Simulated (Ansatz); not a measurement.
# SnO (CsCl type): maximally localised Wannier functions, part 1 of 2

Aim: build maximally localised Wannier functions for SnO (CsCl type) from several sets of trial orbitals, and check spreads and centres. Plan: PBE, anion s p, 6×6×6; PBE, anion s p, 4×4×4; PBE, anion s p, 8×8×8; PBE, anion p, 6×6×6; PBE, all s p, disentangled, 6×6×6; r2SCAN, anion s p, 6×6×6; r2SCAN, anion p, 6×6×6; r2SCAN, all s p, disentangled, 6×6×6; HSE06, anion s p, 6×6×6; HSE06, all s p, disentangled, 6×6×6 (level, trial orbitals, Wannier mesh).

Computed with Ansatz 0.2.0 (plane waves, PAW, unless a step's input says otherwise).

1 further run of the same task is left out (it didn't finish).

### Step 1. The system as given

The structure is cubic, space group Pm-3m (No. 221). The conventional cell has a = 3.103 Å, b = 3.103 Å, c = 3.103 Å, α = 90.00°, β = 90.00°, γ = 90.00°. Around Sn (site symmetry m-3m) lie 8 O at 2.69 Å. O (site symmetry m-3m) is surrounded by 8 Sn at 2.69 Å.

Structure file:

```cif
data_structure
_symmetry_space_group_name_H-M 'P 1'
_symmetry_Int_Tables_number 1
_cell_length_a 3.1034
_cell_length_b 3.1034
_cell_length_c 3.1034
_cell_angle_alpha 90.000
_cell_angle_beta 90.000
_cell_angle_gamma 90.000
_cell_volume 29.89
loop_
_atom_site_label
_atom_site_type_symbol
_atom_site_fract_x
_atom_site_fract_y
_atom_site_fract_z
_atom_site_occupancy
Sn1 Sn 0.00000 0.00000 0.00000 1
O1 O 0.50000 0.50000 0.50000 1
```

The cell was relaxed beforehand with r2SCAN; those runs aren't shown. No run includes spin-orbit coupling, which matters for Sn.

### Step 2. PBE, anion s p, 6×6×6

File input.yaml:

```yaml
crystal:
  lattice:
    - [3.103406783, 0.0, 0.0]
    - [0.0, 3.103406783, 0.0]
    - [0.0, 0.0, 3.103406783]
  atoms:
    - { symbol: Sn, position: [0.0, 0.0, 0.0] }
    - { symbol: O, position: [0.5, 0.5, 0.5] }
kpoints:
  mp_grid: { grid: [6, 6, 6] }
  band_path:
    path:
      - [[0.0, 0.0, 0.0], [4.844467547417e-85, 0.5, 2.068619079029e-35], [0.5, 0.5, -4.137238158058e-35], [0.0, 0.0, 0.0], [0.5, 0.5, 0.5], [4.844467547417e-85, 0.5, 2.068619079029e-35]]
      - [[0.5, 0.5, 0.5], [0.5, 0.5, -4.137238158058e-35]]
    npoints: 10
hamiltonian:
  xc: pbe
scf:
  occupations: { method: fermi_dirac, width: 0.02 }
  n_extra_bands: 6
output:
  forces: false
  stress: false
  eigenvalues: true
  wannier:
    kmesh: [6, 6, 6]
    projections: [{ species: O, l: s }, { species: O, l: p }]
    minimise: true
    write_hr: true
    conv_tol: 1.0e-08
    max_iter: 3000
  write_density: true
  write_potential: true
  elf: true
  volumetric_format: npy
```

Command:

```sh
ansatz run input.yaml --threads 4 --pin off --max-ram 3686MiB --backend cpu --events-out ev --progress --plain --runs-dir out
```

What it wrote, cut to the lines that bear on the results:

```text
Warning: RAYON_NUM_THREADS=4 ignored (pool sized by the plan → 4); use --threads N
scf.n_extra_bands = 6 over 10 filled bands (N_el = 20.0): the run solves 16 bands
[...]
Pseudopotentials: kind: paw
Pseudopotential: Sn, paw, valence charge 14, recommended cutoff 420 eV (normal), Sn.paw.azcp
Pseudopotential: O, paw, valence charge 6, recommended cutoff 420 eV (normal), O.paw.azcp
Functional definition: PBE
[...]
Crystal: 2 atoms, lattice volume = 29.889 Å³
Basis set: ecut = 420 eV, 587 PW (Γ)
Bands: 16, of which v1, the nominal top of the filled ones, is band 10 counted from 1 (9 counted from 0)
Symmetry: 48 space group operations
Space group: Pm-3m (ITA 221), of the structure as read, at distance tolerance 3.1e-5 Å
k-points: 20 of 216
[...]
SCF converged after 6 iterations
Free energy (F): -6590.149684 eV
[...]
E sigma→0 (E₀):  -6590.149645 eV
Entropy (-TS):   -0.000079 eV (-0.039 meV/atom)
Fermi energy:    11.612984 eV
[...]
--- Band table (eV; the first three rows and the last of 20) ---
  k-point 0: bands = ["-10.0283", "-10.0283", "-9.6516", "-9.6516", "-9.6516", "-6.3660", "4.2536", "9.1830", "9.1830", "9.1830", "19.8038", "19.8038", "19.8851", "19.8851", "19.8851", "30.9877"]
[...]
Wannier search: line search 1 of at most 3000: gauge-dependent spread (as the search counts it) 1.1408148 Å², largest recent change 1.5e-2 Å² and fall left 2.5e-5 Å² against conv_tol 1.0e-8 Å², 0 stops escaped
```

Wall time 0.89 s (4 threads of Arm Neoverse V1, shared host); peak memory 0.29 GiB.

wannier.win, as written (k points left out):

```
! ansatz wannier90 interface
! projections by site (counted from 0) and shell: 1 2S, 1 2P
! states of the run's bands (counted from 1): 6-6, combinations of 7-10
! their least projectability: 0.5227
num_bands = 4
num_wann  = 4
num_iter  = 2000
conv_tol = 1e-8
conv_window = 5
guiding_centres = true
write_hr = true

begin unit_cell_cart
Ang
  3.103406783  0.0  0.0
  0.0  3.103406783  0.0
  0.0  0.0  3.103406783
end unit_cell_cart

begin atoms_frac
Sn  0.0  0.0  0.0
O  0.5  0.5  0.5
end atoms_frac

mp_grid = 6 6 6
```

wannier.win names the bands that the functions span: 6, combinations of 7-10 (counted from 1; 10 are filled by count, though the bands overlap). Combinations are drawn from entangled bands, so such a model needn't follow any one band.

The head of wannier.spreads.toml:

```toml
omega_i_ang2 = 5.691176085682713
omega_d_ang2 = 0.0012474396000666708
omega_od_ang2 = 0.7173327455786542
omega_total_ang2 = 6.4097562708614335
least_projectability = 0.5226967341981318
b_vectors_match_mmn = true
n_iter = 40
converged = true
rejected_fitted_steps = 0
```

The functions (centres in Å, on-site energies from the highest level of the last filled band):

| n | x | y | z | spread (Å²) | on-site (eV) | nearest atoms | distance (Å) |
| --- | --- | --- | --- | --- | --- | --- | --- |
| 1 | 1.340 | 1.339 | 1.340 | 1.567 | -7.271 | O2 | 0.37 |
| 2 | 1.488 | 1.488 | 1.895 | 1.614 | -6.823 | O2 | 0.36 |
| 3 | 1.895 | 1.488 | 1.487 | 1.614 | -6.823 | O2 | 0.36 |
| 4 | 1.487 | 1.895 | 1.487 | 1.614 | -6.824 | O2 | 0.36 |

Density in a lattice plane of the grid's cell (edges 3.10 and 3.10 Å, at 0.000 of the third edge), which holds Sn.

Ten even steps from ' ' (0.08 e/Å³) to '@' (16.47 e/Å³):
```
%%##**==::..                          ..::==**##
**++==--::..                          ..::--==++
----::::..                              ..::::--
........                                  ......
                                                
                                                
                                                
                                                
                                                
                                                
                                                
                                                
                                                
                                                
                                                
........                                  ......
----::::..                              ..::::--
**++==--::..                          ..::--==++
%%##**==::..                          ..::==**##
@@%%##==--..                          ..--==##%%
```
Columns run along the first of these edges and rows up along the second, over one cell in 24 and 20 even steps from the bottom left corner. Atoms in the plane (fractional): Sn at (0.00, 0.00).

ELF in the same plane.

Ten even steps from ' ' (0.00) to '@' (0.36):
```
        --**@@@@@@%%##**++**##%%@@@@@@**--      
    ..::++##@@@@%%##**++==++**##%%@@@@##++::..  
..::--==##%%@@@@%%**++======++**%%@@@@%%##==--::
++++**##@@@@@@%%##**====--====**##%%@@@@@@##**++
@@@@@@@@@@@@%%##**==----::----==**##%%@@@@@@@@@@
@@@@@@@@%%##**++==--::::::::::--==++**##%%@@@@@@
%%%%%%%%##**++==--::::......::::--==++**##%%%%%%
######****++==--::::..........::::--==++****####
****++++==----::::..............::::----==++++**
++++++==----::::..................::::----==++++
****++++==----::::..............::::----==++++**
######****++==--::::..........::::--==++****####
%%%%%%%%##**++==--::::......::::--==++**##%%%%%%
@@@@@@@@%%##**++==--::::::::::--==++**##%%@@@@@@
@@@@@@@@@@@@%%##**==----::----==**##%%@@@@@@@@@@
++++**##@@@@@@%%##**====--====**##%%@@@@@@##**++
..::--==##%%@@@@%%**++======++**%%@@@@%%##==--::
    ..::++##@@@@%%##**++==++**##%%@@@@##++::..  
        --**@@@@@@%%##**++**##%%@@@@@@**--      
        ::++@@@@@@%%##**++**##%%@@@@@@++::      
```
Columns run along the first of these edges and rows up along the second, over one cell in 24 and 20 even steps from the bottom left corner. Atoms in the plane (fractional): Sn at (0.00, 0.00).

Both are smooth fields of the valence electrons: close to the nuclei they are not physical.

Outside the cores ELF peaks at 0.82 in the shell around O, 0.6 Å from O.

### Step 3. PBE, anion s p, 4×4×4

Changes to input.yaml since step 2:

```diff
@@ -25,3 +25,3 @@
   wannier:
-    kmesh: [6, 6, 6]
+    kmesh: [4, 4, 4]
     projections: [{ species: O, l: s }, { species: O, l: p }]
```

Command:

```sh
ansatz run input.yaml --threads 4 --pin off --max-ram 3686MiB --backend cpu --events-out ev --progress --plain --runs-dir out
```

What it wrote, cut to the lines that bear on the results:

```text
Warning: RAYON_NUM_THREADS=4 ignored (pool sized by the plan → 4); use --threads N
scf.n_extra_bands = 6 over 10 filled bands (N_el = 20.0): the run solves 16 bands
[...]
[... 4 set-up lines as earlier in the session ...]
[...]
Crystal: 2 atoms, lattice volume = 29.889 Å³
[...]
E sigma→0 (E₀):  -6590.149645 eV
Entropy (-TS):   -0.000079 eV (-0.039 meV/atom)
Fermi energy:    11.612984 eV
[...]
--- Band table (eV; the first three rows and the last of 20) ---
  k-point 0: bands = ["-10.0283", "-10.0283", "-9.6516", "-9.6516", "-9.6516", "-6.3660", "4.2536", "9.1830", "9.1830", "9.1830", "19.8038", "19.8038", "19.8851", "19.8851", "19.8851", "30.9877"]
[...]
Wannier search: line search 1 of at most 3000: gauge-dependent spread (as the search counts it) 1.0476529 Å², largest recent change 5.1e-3 Å² and fall left 1.0e-6 Å² against conv_tol 1.0e-8 Å², 0 stops escaped
```

Wall time 0.7 s (4 threads of Arm Neoverse V1, shared host); peak memory 0.28 GiB.

wannier.win names the bands that the functions span: 6, combinations of 7-10 (counted from 1; 10 are filled by count, though the bands overlap). Combinations are drawn from entangled bands, so such a model needn't follow any one band.

The head of wannier.spreads.toml:

```toml
omega_i_ang2 = 4.756359266254215
omega_d_ang2 = 0.002179513730396676
omega_od_ang2 = 0.6557212276671733
omega_total_ang2 = 5.414260007651785
least_projectability = 0.5226967342297195
b_vectors_match_mmn = true
n_iter = 39
converged = true
rejected_fitted_steps = 0
```

The functions (centres in Å, on-site energies from the highest level of the last filled band):

| n | x | y | z | spread (Å²) | on-site (eV) | nearest atoms | distance (Å) |
| --- | --- | --- | --- | --- | --- | --- | --- |
| 1 | 1.334 | 1.334 | 1.334 | 1.316 | -7.409 | O2 | 0.38 |
| 2 | 1.488 | 1.488 | 1.903 | 1.366 | -6.779 | O2 | 0.36 |
| 3 | 1.903 | 1.489 | 1.489 | 1.366 | -6.778 | O2 | 0.36 |
| 4 | 1.489 | 1.903 | 1.489 | 1.366 | -6.778 | O2 | 0.36 |

### Step 4. PBE, anion s p, 8×8×8

Changes to input.yaml since step 3:

```diff
@@ -25,3 +25,3 @@
   wannier:
-    kmesh: [4, 4, 4]
+    kmesh: [8, 8, 8]
     projections: [{ species: O, l: s }, { species: O, l: p }]
@@ -31,5 +31 @@
     max_iter: 3000
-  write_density: true
-  write_potential: true
-  elf: true
-  volumetric_format: npy
```

Command:

```sh
ansatz run input.yaml --threads 4 --pin off --max-ram 3686MiB --backend cpu --events-out ev --progress --plain --runs-dir out
```

What it wrote, cut to the lines that bear on the results:

```text
Warning: RAYON_NUM_THREADS=4 ignored (pool sized by the plan → 4); use --threads N
scf.n_extra_bands = 6 over 10 filled bands (N_el = 20.0): the run solves 16 bands
[...]
[... 4 set-up lines as earlier in the session ...]
[...]
Crystal: 2 atoms, lattice volume = 29.889 Å³
[...]
E sigma→0 (E₀):  -6590.149645 eV
Entropy (-TS):   -0.000079 eV (-0.039 meV/atom)
Fermi energy:    11.612984 eV
[...]
--- Band table (eV; the first three rows and the last of 20) ---
  k-point 0: bands = ["-10.0283", "-10.0283", "-9.6516", "-9.6516", "-9.6516", "-6.3660", "4.2536", "9.1830", "9.1830", "9.1830", "19.8038", "19.8038", "19.8851", "19.8851", "19.8851", "30.9877"]
[...]
Wannier search: line search 1 of at most 3000: gauge-dependent spread (as the search counts it) 1.1777200 Å², largest recent change 2.3e-2 Å² and fall left 3.4e-5 Å² against conv_tol 1.0e-8 Å², 0 stops escaped
```

Wall time 1.3 s (4 threads of Arm Neoverse V1, shared host); peak memory 0.32 GiB.

wannier.win names the bands that the functions span: 6, combinations of 7-10 (counted from 1; 10 are filled by count, though the bands overlap). Combinations are drawn from entangled bands, so such a model needn't follow any one band.

The head of wannier.spreads.toml:

```toml
omega_i_ang2 = 6.454244629014994
omega_d_ang2 = 0.0011057875792871053
omega_od_ang2 = 0.7407468871805719
omega_total_ang2 = 7.196097303774853
least_projectability = 0.5226967342078953
b_vectors_match_mmn = true
n_iter = 44
converged = true
rejected_fitted_steps = 3
```

The functions (centres in Å, on-site energies from the highest level of the last filled band):

| n | x | y | z | spread (Å²) | on-site (eV) | nearest atoms | distance (Å) |
| --- | --- | --- | --- | --- | --- | --- | --- |
| 1 | 1.487 | 1.617 | 1.212 | 1.809 | -6.831 | O2 | 0.35 |
| 2 | 1.343 | 1.761 | 1.761 | 1.768 | -7.165 | O2 | 0.36 |
| 3 | 1.892 | 1.616 | 1.616 | 1.809 | -6.831 | O2 | 0.35 |
| 4 | 1.487 | 1.212 | 1.616 | 1.809 | -6.831 | O2 | 0.35 |

### Step 5. PBE, anion p, 6×6×6

Changes to input.yaml since step 4:

```diff
@@ -25,4 +25,4 @@
   wannier:
-    kmesh: [8, 8, 8]
-    projections: [{ species: O, l: s }, { species: O, l: p }]
+    kmesh: [6, 6, 6]
+    projections: [{ species: O, l: p }]
     minimise: true
@@ -31 +31,5 @@
     max_iter: 3000
+  write_density: true
+  write_potential: true
+  elf: true
+  volumetric_format: npy
```

Command:

```sh
ansatz run input.yaml --threads 4 --pin off --max-ram 3686MiB --backend cpu --events-out ev --progress --plain --runs-dir out
```

What it wrote, cut to the lines that bear on the results:

```text
Warning: RAYON_NUM_THREADS=4 ignored (pool sized by the plan → 4); use --threads N
scf.n_extra_bands = 6 over 10 filled bands (N_el = 20.0): the run solves 16 bands
[...]
[... 4 set-up lines as earlier in the session ...]
[...]
Crystal: 2 atoms, lattice volume = 29.889 Å³
[...]
E sigma→0 (E₀):  -6590.149645 eV
Entropy (-TS):   -0.000079 eV (-0.039 meV/atom)
Fermi energy:    11.612984 eV
[...]
--- Band table (eV; the first three rows and the last of 20) ---
  k-point 0: bands = ["-10.0283", "-10.0283", "-9.6516", "-9.6516", "-9.6516", "-6.3660", "4.2536", "9.1830", "9.1830", "9.1830", "19.8038", "19.8038", "19.8851", "19.8851", "19.8851", "30.9877"]
[...]
Wannier search: line search 1 of at most 3000: gauge-dependent spread (as the search counts it) 0.1899680 Å², largest recent change 2.3e-3 Å² and fall left 9.6e-7 Å² against conv_tol 1.0e-8 Å², 0 stops escaped
```

It took 0.79 s on 4 threads of Arm Neoverse V1, shared host; peak memory 0.29 GiB.

wannier.win, as written (k points left out):

```
! ansatz wannier90 interface
! projections by site (counted from 0) and shell: 1 2P
! states of the run's bands (counted from 1): combinations of 7-10
! their least projectability: 0.5227
num_bands = 3
num_wann  = 3
num_iter  = 2000
conv_tol = 1e-8
conv_window = 5
guiding_centres = true
write_hr = true

begin unit_cell_cart
Ang
  3.103406783  0.0  0.0
  0.0  3.103406783  0.0
  0.0  0.0  3.103406783
end unit_cell_cart

begin atoms_frac
Sn  0.0  0.0  0.0
O  0.5  0.5  0.5
end atoms_frac

mp_grid = 6 6 6
```

wannier.win names the bands that the functions span: combinations of 7-10 (counted from 1; 10 are filled by count, though the bands overlap). Combinations are drawn from entangled bands, so such a model needn't follow any one band.

The head of wannier.spreads.toml:

```toml
omega_i_ang2 = 6.121364933371389
omega_d_ang2 = 0.00000000000000000000018555833353572143
omega_od_ang2 = 0.18996681780178135
omega_total_ang2 = 6.31133175117317
least_projectability = 0.5226967341981321
b_vectors_match_mmn = true
n_iter = 7
converged = true
rejected_fitted_steps = 0
```

The functions (centres in Å, on-site energies from the highest level of the last filled band):

| n | x | y | z | spread (Å²) | on-site (eV) | nearest atoms | distance (Å) |
| --- | --- | --- | --- | --- | --- | --- | --- |
| 1 | 1.552 | 1.552 | 1.552 | 2.104 | -3.469 | O2 | 0.00 |
| 2 | 1.552 | 1.552 | 1.552 | 2.104 | -3.469 | O2 | 0.00 |
| 3 | 1.552 | 1.552 | 1.552 | 2.104 | -3.469 | O2 | 0.00 |

### Step 6. PBE, all s p, disentangled, 6×6×6

Changes to input.yaml since step 5:

```diff
@@ -19,3 +19,3 @@
   occupations: { method: fermi_dirac, width: 0.02 }
-  n_extra_bands: 6
+  n_extra_bands: 8
 output:
@@ -26,3 +26,7 @@
     kmesh: [6, 6, 6]
-    projections: [{ species: O, l: p }]
+    projections:
+      - { species: O, l: s }
+      - { species: O, l: p }
+      - { species: Sn, l: s }
+      - { species: Sn, l: p }
     minimise: true
@@ -31,2 +35,3 @@
     max_iter: 3000
+    disentanglement: { window: [-14.5, 27.7], frozen_window: [3.5, 13.2] }
   write_density: true
```

Command:

```sh
ansatz run input.yaml --threads 4 --pin off --max-ram 3686MiB --backend cpu --events-out ev --progress --plain --runs-dir out
```

What it wrote, cut to the lines that bear on the results:

```text
Warning: RAYON_NUM_THREADS=4 ignored (pool sized by the plan → 4); use --threads N
scf.n_extra_bands = 8 over 10 filled bands (N_el = 20.0): the run solves 18 bands
[...]
[... 4 set-up lines as earlier in the session ...]
[...]
Crystal: 2 atoms, lattice volume = 29.889 Å³
Basis set: ecut = 420 eV, 587 PW (Γ)
Bands: 18, of which v1, the nominal top of the filled ones, is band 10 counted from 1 (9 counted from 0)
[...]
Wannier search: line search 1 of at most 3000: gauge-dependent spread (as the search counts it) 3.6433914 Å², largest recent change 8.7e-1 Å² and fall left 5.0e-3 Å² against conv_tol 1.0e-8 Å², 0 stops escaped
Wannier search: line search 100 of at most 3000: gauge-dependent spread (as the search counts it) 1.9188226 Å², largest recent change 1.6e-6 Å² and fall left 5.0e-8 Å² against conv_tol 1.0e-8 Å², 1 stop escaped
WARN: <dir> 126 periodic images of 126 elements of H(R) lie 4.88e-4 to 1.95e-3 Å beyond their element's nearest image, near the 9.77e-4 Å window within which an element is shared among its images; whether they share it moves the interpolated H(k) by 1.5e-3 eV (Frobenius norm, root mean [...]
```

It took 1.9 s on 4 threads of Arm Neoverse V1, shared host; peak memory 0.32 GiB.

wannier.win, as written (k points left out):

```
! ansatz wannier90 interface
! projections by site (counted from 0) and shell: 1 2S, 1 2P, 0 5S, 0 5P
! states of the run's bands (counted from 1): 6-17
num_bands = 12
num_wann  = 8
num_iter  = 2000
conv_tol = 1e-8
conv_window = 5
dis_win_min = -14.5
dis_win_max = 27.7
dis_froz_min = 3.5
dis_froz_max = 13.2
dis_num_iter = 10000
guiding_centres = true
write_hr = true

begin unit_cell_cart
Ang
  3.103406783  0.0  0.0
  0.0  3.103406783  0.0
  0.0  0.0  3.103406783
end unit_cell_cart

begin atoms_frac
Sn  0.0  0.0  0.0
O  0.5  0.5  0.5
end atoms_frac

mp_grid = 6 6 6
```

The windows are typed on the program's own energy scale, on which the last band filled by count tops at 11.79 eV (the bands overlap, so it is not filled everywhere).

The head of wannier.spreads.toml:

```toml
omega_i_ang2 = 7.214491481561595
omega_d_ang2 = 0.0017592023348627684
omega_od_ang2 = 1.9170615950933831
omega_total_ang2 = 9.133312278989841
least_projectability = 0.9270356951072489
b_vectors_match_mmn = true
n_iter = 117
converged = true
rejected_fitted_steps = 1
dis_converged = true
dis_n_iter = 82
dis_n_moved = 0
dis_level_miss = 0.0015622945346072522
```

The functions (centres in Å, on-site energies from the highest level of the last filled band):

| n | x | y | z | spread (Å²) | on-site (eV) | nearest atoms | distance (Å) |
| --- | --- | --- | --- | --- | --- | --- | --- |
| 1 | 1.612 | 1.611 | 1.247 | 0.576 | -5.670 | O2 | 0.32 |
| 2 | 1.612 | 1.247 | 1.613 | 0.576 | -5.670 | O2 | 0.32 |
| 3 | 1.247 | 1.612 | 1.612 | 0.576 | -5.670 | O2 | 0.32 |
| 4 | 1.734 | 1.735 | 1.734 | 0.576 | -5.706 | O2 | 0.32 |
| 5 | -0.361 | -0.361 | -0.361 | 1.689 | 0.744 | Sn1 | 0.63 |
| 6 | -0.110 | -0.110 | 0.594 | 1.714 | 0.967 | Sn1 | 0.61 |
| 7 | 0.594 | -0.110 | -0.110 | 1.714 | 0.967 | Sn1 | 0.61 |
| 8 | -0.110 | 0.594 | -0.110 | 1.714 | 0.967 | Sn1 | 0.61 |

(Continued in part 2 of 2.)
